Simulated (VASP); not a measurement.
# Sn (Fd-3m) in VASP: further runs

One crystal, Sn, is run at these levels: PBEsol; tasks: relaxation of cell and atoms.

Everything below comes from runs of VASP 6.6.1. Logs are shortened: lines on timing, memory, paths and dates and some standing lists are left out, and cuts for length are marked.

## 1. Starting point

Symmetry: Fd-3m, No. 227, cubic system. The conventional cell has a = 6.537 Å, b = 6.537 Å, c = 6.537 Å, α = 90.00°, β = 90.00°, γ = 90.00°. Around Sn (site symmetry -43m) lie 4 Sn at 2.83 Å.

This isn't the form of Sn at room conditions, which is tetragonal (white tin).

## 2. Relaxation of cell and atoms, PBEsol

The input, INCAR:

```
PREC     = Accurate       # precision mode
ENCUT    = 600            # plane-wave cutoff, eV
EDIFF    = 1E-7           # SCF threshold, eV
ISMEAR   = 0              # smearing method
SIGMA    = 0.03           # smearing width, eV
LREAL    = False          # projectors in reciprocal space
LASPH    = True           # aspherical terms in the spheres
NELM     = 80             # most SCF steps
ALGO     = Normal         # electronic algorithm
ISIF     = 3              # what is computed and relaxed
LWAVE    = False          # write WAVECAR
LCHARG   = False          # write CHGCAR
GGA      = PS             # functional
IBRION   = 2              # ionic algorithm
NSW      = 90             # ionic steps
EDIFFG   = -0.005         # ionic threshold
KPAR     = 4
```

The input, KPOINTS:

```
Automatic mesh
0
Gamma
  10 10 10
```

The input, POSCAR:

```
Sn                                      
1.0
    0.0000000000      3.2685833779      3.2685833779
    3.2685833779      0.0000000000      3.2685833779
    3.2685833779      3.2685833779     -0.0000000000
  Sn            
     2
Direct
     0.0000000000000000    0.0000000000000000    0.0000000000000000
     0.2500000000000000    0.2500000000000000    0.2500000000000000
```

Potentials or basis: VASP PAW PBE potentials, release 64 (Sn_d).

The run is started by

```sh
> cat potpaw_PBE.64/Sn_d/POTCAR > POTCAR
> mpirun -np 4 vasp_std > vasp.out
```

OUTCAR:

```text
PREC = Accurate
   ENCUT = 600
   EDIFF = 1E-7
   ISMEAR = 0
   LREAL = False
   LASPH = True
   NELM = 80
   ISIF = 3
   GGA = PS
   IBRION = 2
   NSW = 90
   EDIFFG = -0.005

 ion  position               nearest neighbor table
   1  0.000  0.000  0.000-   2 2.83   2 2.83   2 2.83   2 2.83
   2  0.250  0.250  0.250-   1 2.83   1 2.83   1 2.83   1 2.83

  LATTYP: Found a face centered cubic cell.
 ALAT       =     6.5371667558

  Lattice vectors:

 A1 = (   0.0000000000,   3.2685833779,   3.2685833779)
 A2 = (   3.2685833779,   0.0000000000,   3.2685833779)
 A3 = (   3.2685833779,   3.2685833779,   0.0000000000)

Analysis of symmetry for initial positions (statically):
=====================================================================
 Subroutine PRICEL returns:
 Original cell was already a primitive cell.

 Routine SETGRP: Setting up the symmetry group for a
 face centered cubic supercell.

 Subroutine GETGRP returns: Found 48 space group operations
 (whereof 24 operations were pure point group operations)
 out of a pool of 48 trial point group operations.

The static configuration has the point symmetry T_d .
 The point group associated with its full space group is O_h .

Analysis of symmetry for dynamics (positions and initial velocities):
=====================================================================
 Subroutine PRICEL returns:
 Original cell was already a primitive cell.

 Routine SETGRP: Setting up the symmetry group for a
 face centered cubic supercell.

 Subroutine GETGRP returns: Found 48 space group operations
 (whereof 24 operations were pure point group operations)
 out of a pool of 48 trial point group operations.

The dynamic configuration has the point symmetry T_d .
 The point group associated with its full space group is O_h .

 Subroutine INISYM returns: Found 48 space group operations
 (whereof 24 operations are pure point group operations),
 and found     1 'primitive' translations

----------------------------------------------------------------------------------------

                                     Primitive cell

  volume of cell :      69.8407

  direct lattice vectors                    reciprocal lattice vectors
     0.000000000  3.268583378  3.268583378    -0.152971469  0.152971469  0.152971469
     3.268583378  0.000000000  3.268583378     0.152971469 -0.152971469  0.152971469
     3.268583378  3.268583378  0.000000000     0.152971469  0.152971469 -0.152971469

  length of vectors
     4.622474943  4.622474943  4.622474943     0.264954356  0.264954356  0.264954356

  position of ions in fractional coordinates (direct lattice)
     0.000000000  0.000000000  0.000000000
     0.250000000  0.250000000  0.250000000

  ion indices of the primitive-cell ions
   primitive index   ion index
                 1           1
                 2           2

----------------------------------------------------------------------------------------

 KPOINTS: Automatic mesh

Automatic generation of k-mesh.
 Grid dimensions read from file:
 generate k-points for:   10   10   10

 Generating k-lattice:

  Cartesian coordinates                     Fractional coordinates (reciprocal lattice)
    -0.015297147  0.015297147  0.015297147     0.100000000  0.000000000  0.000000000
     0.015297147 -0.015297147  0.015297147     0.000000000  0.100000000  0.000000000
     0.015297147  0.015297147 -0.015297147     0.000000000  0.000000000  0.100000000

  Length of vectors
     0.026495436  0.026495436  0.026495436

  Shift w.r.t. Gamma in fractional coordinates (k-lattice)
     0.000000000  0.000000000  0.000000000

 Subroutine IBZKPT returns following result:
 ===========================================

 Found     47 irreducible k-points:

 Following reciprocal coordinates:
            Coordinates               Weight
  0.000000  0.000000  0.000000      1.000000
  0.100000  0.000000  0.000000      8.000000
  0.200000  0.000000  0.000000      8.000000
  0.300000  0.000000  0.000000      8.000000
  0.400000  0.000000  0.000000      8.000000
  0.500000  0.000000  0.000000      4.000000
[... 16 lines left out ...]
  0.300000  0.300000  0.000000      6.000000
  0.400000  0.300000  0.000000     24.000000
 [... further k-points ...]
   k-points           NKPTS =     47   k-points in BZ     NKDIM =     47   number of bands    NBANDS=     18
   number of dos      NEDOS =    301   number of ions     NIONS =      2
   total plane-waves  NPLWV =  64000
   dimension x,y,z NGX =    40 NGY =   40 NGZ =   40
   dimension x,y,z NGXF=    80 NGYF=   80 NGZF=   80
   ions per type =               2
   NGX,Y,Z   is equivalent  to a cutoff of  14.39, 14.39, 14.39 a.u.
   NGXF,Y,Z  is equivalent  to a cutoff of  28.77, 28.77, 28.77 a.u.
 SYSTEM =  unknown system
   PREC   = accura    normal or accurate (medium, high low for compatibility)
   ISTART =      0    job   : 0-new  1-cont  2-samecut
   ICHARG =      2    charge: 1-file 2-atom 10-const
[... 99 lines left out ...]

 k-point     4 :       0.3000    0.0000    0.0000
  band No.  band energies     occupation
      1     -16.3251      2.00000
      2     -16.3251      2.00000
      3     -16.2803      2.00000
      4     -16.1945      2.00000
      5     -16.1944      2.00000
      6     -15.9942      2.00000
[... 10 lines left out ...]
     17       8.4011      0.00000
     18      10.3421      0.00000

 k-point     5 :       0.4000    0.0000    0.0000
  band No.  band energies     occupation
      1     -16.3299      2.00000
      2     -16.3299      2.00000
      3     -16.2735      2.00000
      4     -16.1848      2.00000
      5     -16.1848      2.00000
      6     -16.0015      2.00000
[... 10 lines left out ...]
     17       8.4674      0.00000
     18      10.8841      0.00000

 k-point     6 :       0.5000    0.0000    0.0000
  band No.  band energies     occupation
      1     -16.3313      2.00000
      2     -16.3313      2.00000
      3     -16.2709      2.00000
      4     -16.1819      2.00000
      5     -16.1819      2.00000
      6     -16.0035      2.00000
[... 10 lines left out ...]
     17       8.4633      0.00000
     18      10.7987      0.00000

 k-point     7 :       0.1000    0.1000    0.0000
  band No.  band energies     occupation
      1     -16.3025      2.00000
      2     -16.3023      2.00000
      3     -16.3023      2.00000
      4     -16.2319      2.00000
      5     -16.2193      2.00000
      6     -15.9836      2.00000
[... 10 lines left out ...]
     17       8.0660      0.00000
     18       8.0660      0.00000

 k-point     8 :       0.2000    0.1000    0.0000
  band No.  band energies     occupation
      1     -16.3172      2.00000
      2     -16.3111      2.00000
      3     -16.2943      2.00000
      4     -16.2184      2.00000
      5     -16.1989      2.00000
      6     -16.0065      2.00000
[... 10 lines left out ...]
     17       8.6176      0.00000
     18       8.8480      0.00000
[... 229 lines left out ...]
     17       9.7491      0.00000
     18       9.9422      0.00000

 k-point    20 :      -0.4000    0.2000    0.0000
  band No.  band energies     occupation
      1     -16.3582      2.00000
      2     -16.3411      2.00000
      3     -16.2320      2.00000
      4     -16.1582      2.00000
      5     -16.1473      2.00000
      6     -16.0449      2.00000
[... 10 lines left out ...]
     17       9.4574      0.00000
     18      10.9942      0.00000

 k-point    21 :      -0.3000    0.2000    0.0000
  band No.  band energies     occupation
      1     -16.3514      2.00000
      2     -16.3407      2.00000
      3     -16.2378      2.00000
      4     -16.1796      2.00000
      5     -16.1492      2.00000
      6     -16.0401      2.00000
[... 10 lines left out ...]
     17       9.0741      0.00000
     18      10.1074      0.00000

 k-point    22 :      -0.2000    0.2000    0.0000
  band No.  band energies     occupation
      1     -16.3374      2.00000
      2     -16.3358      2.00000
      3     -16.2586      2.00000
      4     -16.1955      2.00000
      5     -16.1665      2.00000
      6     -16.0265      2.00000
[... 10 lines left out ...]
     17       8.7238      0.00000
     18       9.3887      0.00000

 k-point    23 :       0.3000    0.3000    0.0000
  band No.  band energies     occupation
      1     -16.3305      2.00000
      2     -16.3305      2.00000
      3     -16.2905      2.00000
      4     -16.1762      2.00000
      5     -16.1212      2.00000
      6     -16.0992      2.00000
[... 10 lines left out ...]
     17      10.6964      0.00000
     18      10.6964      0.00000

 k-point    24 :       0.4000    0.3000    0.0000
  band No.  band energies     occupation
      1     -16.3437      2.00000
      2     -16.3371      2.00000
      3     -16.2682      2.00000
      4     -16.1559      2.00000
      5     -16.1236      2.00000
      6     -16.0976      2.00000
[... 10 lines left out ...]
     17      10.6080      0.00000
     18      11.1022      0.00000

 [... further k-points ...]

------------------------ aborting loop because EDIFF is reached ----------------------------------------

  FORCE on cell =-STRESS in cart. coord.  units (eV):
  Direction    XX          YY          ZZ          XY          YZ          ZX
  --------------------------------------------------------------------------------------
  -------------------------------------------------------------------------------------
  Total        0.0021703      0.0021703      0.0021703      0.0000000      0.0000000     -0.0000000
  in kB        0.0497877      0.0497877      0.0497877      0.0000000      0.0000000     -0.0000000
  external PRESSURE =       0.0497877 kB  Pullay stress =       0.0000000 kB

 VOLUME and BASIS-vectors are now :
 -----------------------------------------------------------------------------
  energy-cutoff  :      600.00
  volume of cell :       69.84
      direct lattice vectors                 reciprocal lattice vectors
     0.000000000  3.268583378  3.268583378    -0.152971469  0.152971469  0.152971469
     3.268583378  0.000000000  3.268583378     0.152971469 -0.152971469  0.152971469
     3.268583378  3.268583378  0.000000000     0.152971469  0.152971469 -0.152971469

 POSITION                                       TOTAL-FORCE (eV/Angst)
 -----------------------------------------------------------------------------------
      0.00000      0.00000      0.00000        -0.000000     -0.000000     -0.000000
      1.63429      1.63429      1.63429         0.000000      0.000000      0.000000
 -----------------------------------------------------------------------------------
    total drift:                               -0.000000     -0.000000      0.000000

  FREE ENERGIE OF THE ION-ELECTRON SYSTEM (eV)
  ---------------------------------------------------
  free  energy   TOTEN  =        -8.4633191885 eV

  energy  without entropy=       -8.4631083323  energy(sigma->0) =       -8.46321376

 reached required accuracy - stopping structural energy minimisation
```

Wall time 40 s (4 MPI ranks of Intel Xeon Platinum 8259CL at 2.50GHz (Skylake/Cascade Lake), shared host); peak memory 0.26 GiB.

What came out:

```yaml
Free_energy: -8.4633 eV
Pressure_after_relaxing: 0.0 GPa
Band_gap_on_the_k_mesh: none (metal or under the smearing width)
```

Final structure:
```
CELL_PARAMETERS angstrom
0.00000 3.26858 3.26858
3.26858 0.00000 3.26858
3.26858 3.26858 0.00000
ATOMIC_POSITIONS crystal
Sn 0.00000 0.00000 0.00000
Sn 0.25000 0.25000 0.25000
```

Caveat: the relaxation stopped at its first step, so nothing moved; the PAW data sets were made with another functional, which shifts forces and pressure a little.

## 3. Relaxation of cell and atoms, PBEsol

This run uses another cell than the first one, of 33.80 Å³/atom, 0.968 times its volume.

The input, INCAR:

```
PREC = Accurate
ENCUT = 600
EDIFF = 1E-6
ISMEAR = 0
SIGMA = 0.03
LREAL = False
LASPH = True
NELM = 80
ALGO = Normal
ISIF = 3
LWAVE = False
LCHARG = False
GGA = PS
IBRION = 2
NSW = 90
EDIFFG = -0.01
KPAR = 2
```

KPOINTS is that of step 2.

The input, POSCAR:

```
Sn
1.0
    0.0000000000      3.2333428000      3.2333428000
    3.2333428000      0.0000000000      3.2333428000
    3.2333428000      3.2333428000      0.0000000000
Sn
2
Direct
    0.0000000000      0.0000000000      0.0000000000
    0.2500000000      0.2500000000      0.2500000000
```

Potentials or basis: VASP PAW PBE potentials, release 64 (Sn_d).

The run is started by

```sh
> cat potpaw_PBE.64/Sn_d/POTCAR > POTCAR
> mpirun -np 2 vasp_std > vasp.out
```

It took 76 s on 2 MPI ranks of Intel Xeon Platinum 8488C (Sapphire Rapids), shared host; peak memory 0.27 GiB.

The run converged. Its results:

* Free energy: -8.4630 eV
* Relaxed volume: 34.92 Å³/atom
* Relaxed cell: a = 4.622 Å, b = 4.622 Å, c = 4.622 Å, α = 60.00°, β = 60.00°, γ = 60.00°
* Space group after relaxing (to 0.05 Å): Fd-3m (No. 227)
* Energy gained by relaxing: 4.9 meV/atom
* Ionic steps: 3
* Pressure after relaxing: 0.0 GPa
* Band gap on the k mesh: none (metal or under the smearing width)

Step by step:
| step | energy change (eV) | largest force (eV/Å) | pressure (GPa) | volume (Å³) |
| --- | --- | --- | --- | --- |
| 1 | 0.0000 | 0.0000 | 1.47 | 67.61 |
| 2 | -0.0086 | 0.0000 | -0.46 | 70.69 |
| 3 | -0.0099 | 0.0000 | 0.00 | 69.84 |

Final structure:
```yaml
crystal:
  lattice:
    - [0.00000, 3.26858, 3.26858]
    - [3.26858, 0.00000, 3.26858]
    - [3.26858, 3.26858, 0.00000]
  atoms:
    - { symbol: Sn, position: [0.00000, 0.00000, 0.00000] }
    - { symbol: Sn, position: [0.25000, 0.25000, 0.25000] }
```

Levels at points of the mesh, in eV from the Fermi level:
```
           k point  band 11  band 12  band 13  band 14  band 15  band 16  band 17  band 18
(0.00, 0.00, 0.00)   -10.41    -0.77     0.16     0.16     0.16     2.22     2.22     2.22
(0.50, 0.00, 0.00)    -8.83    -6.16    -1.01    -1.01    -0.03     3.28     3.28     5.62
(0.50, 0.50, 0.00)    -7.38    -7.38    -2.32    -2.32     0.86     0.86     7.65     7.65
```

Caveat: the PAW data sets were made with another functional, which shifts forces and pressure a little. Zero-point motion and thermal expansion aren't in these numbers.

## 4. Relaxation of cell and atoms, PBEsol

INCAR, as its differences from that of step 3:

```diff
@@ -2,3 +2,3 @@
 ENCUT = 600
-EDIFF = 1E-6
+EDIFF = 1E-7
 ISMEAR = 0
@@ -15,3 +15,3 @@
 NSW = 90
-EDIFFG = -0.01
+EDIFFG = -0.005
 KPAR = 2
```

KPOINTS is that of step 3.

The input, POSCAR:

```
Sn                                      
1.0
   -0.0000000000      3.2685833788      3.2685833788
    3.2685833788      0.0000000000      3.2685833788
    3.2685833788      3.2685833788      0.0000000000
  Sn            
     2
Direct
     0.0000000000000000    0.0000000000000000    0.0000000000000000
     0.2500000000000000    0.2500000000000000    0.2500000000000000
```

The run is started by

```sh
> cat potpaw_PBE.64/Sn_d/POTCAR > POTCAR
> mpirun -np 2 vasp_std > vasp.out
```

Run time: 33 s. Hardware: 2 MPI ranks of Intel Xeon Platinum 8488C (Sapphire Rapids), shared host; peak memory 0.25 GiB.

It converged, with:

```
Free energy             : -8.4633 eV
Pressure after relaxing : 0.0 GPa
Band gap on the k mesh  : none (metal or under the smearing width)
```

Final structure:
```cif
data_structure
_symmetry_space_group_name_H-M 'P 1'
_symmetry_Int_Tables_number 1
_cell_length_a 4.6225
_cell_length_b 4.6225
_cell_length_c 4.6225
_cell_angle_alpha 60.000
_cell_angle_beta 60.000
_cell_angle_gamma 60.000
_cell_volume 69.84
loop_
_atom_site_label
_atom_site_type_symbol
_atom_site_fract_x
_atom_site_fract_y
_atom_site_fract_z
_atom_site_occupancy
Sn1 Sn 0.00000 0.00000 0.00000 1
Sn2 Sn 0.25000 0.25000 0.25000 1
```

Levels at points of the mesh, in eV from the Fermi level:
```
           k point  band 11  band 12  band 13  band 14  band 15  band 16  band 17  band 18
(0.00, 0.00, 0.00)   -10.41    -0.77     0.16     0.16     0.16     2.22     2.22     2.22
(0.50, 0.00, 0.00)    -8.83    -6.16    -1.01    -1.01    -0.03     3.28     3.28     5.62
(0.50, 0.50, 0.00)    -7.38    -7.38    -2.32    -2.32     0.86     0.86     7.65     7.65
```

Caveat: the relaxation stopped at its first step, so nothing moved; the PAW data sets were made with another functional, which shifts forces and pressure a little.

## 5. Relaxation of cell and atoms, PBEsol

This run uses another cell than the first one, of 33.80 Å³/atom, 0.968 times its volume.

The input, INCAR:

```
SYSTEM = Sn
ALGO = Normal ; EDIFF = 1E-6
EDIFFG = -0.01 ; ENCUT = 600
GGA = PS ; IBRION = 2
ISIF = 3 ; ISMEAR = 0
KPAR = 8 ; LASPH = .True.
LCHARG = .False. ; LREAL = .False.
LWAVE = .False. ; NELM = 80
NSW = 90 ; PREC = Accurate
SIGMA = 0.03
```

The input, KPOINTS:

```
k-points
0
Gamma
  10 10 10
  0 0 0
```

The input, POSCAR:

```
Sn
1.0
    0.0000000000      3.2333428000      3.2333428000
    3.2333428000      0.0000000000      3.2333428000
    3.2333428000      3.2333428000      0.0000000000
Sn
2
Direct
    0.0000000000      0.0000000000      0.0000000000
    0.2500000000      0.2500000000      0.2500000000
```

The run is started by

```sh
> cat potpaw_PBE.64/Sn_d/POTCAR > POTCAR
> mpirun -np 8 vasp_std > vasp.out
```

Run time: 20 s. Hardware: 8 MPI ranks of Intel Xeon 6975P-C (Granite Rapids), shared host; peak memory 0.3 GiB.

The run converged. Its results:

| Item | Value |
| --- | --- |
| Free energy | -8.4630 eV |
| Relaxed volume | 34.92 Å³/atom |
| Relaxed cell | a = 4.622 Å, b = 4.622 Å, c = 4.622 Å, α = 60.00°, β = 60.00°, γ = 60.00° |
| Space group after relaxing (to 0.05 Å) | Fd-3m (No. 227) |
| Energy gained by relaxing | 4.9 meV/atom |
| Ionic steps | 3 |
| Pressure after relaxing | 0.0 GPa |
| Band gap on the k mesh | none (metal or under the smearing width) |

Step by step:
```tsv
step	energy change (eV)	largest force (eV/Å)	pressure (GPa)	volume (Å³)
1	0.0000	0.0000	1.47	67.61
2	-0.0086	0.0000	-0.46	70.69
3	-0.0099	0.0000	0.00	69.84
```

Final structure:
```xyz
2
Lattice="0.0000 3.2686 3.2686 3.2686 0.0000 3.2686 3.2686 3.2686 0.0000" Properties=species:S:1:pos:R:3 pbc="T T T"
Sn    0.0000    0.0000    0.0000
Sn    1.6343    1.6343    1.6343
```

Levels at points of the mesh, in eV from the Fermi level:
| k point | band 12 | band 13 | band 14 | band 15 | band 16 | band 17 |
| --- | --- | --- | --- | --- | --- | --- |
| (0.00, 0.00, 0.00) | -0.77 | 0.16 | 0.16 | 0.16 | 2.22 | 2.22 |
| (0.50, 0.00, 0.00) | -6.16 | -1.01 | -1.01 | -0.03 | 3.28 | 3.28 |
| (0.50, 0.50, 0.00) | -7.38 | -2.32 | -2.32 | 0.86 | 0.86 | 7.65 |

Caveat: the PAW data sets were made with another functional, which shifts forces and pressure a little. Zero-point motion and thermal expansion aren't in these numbers.
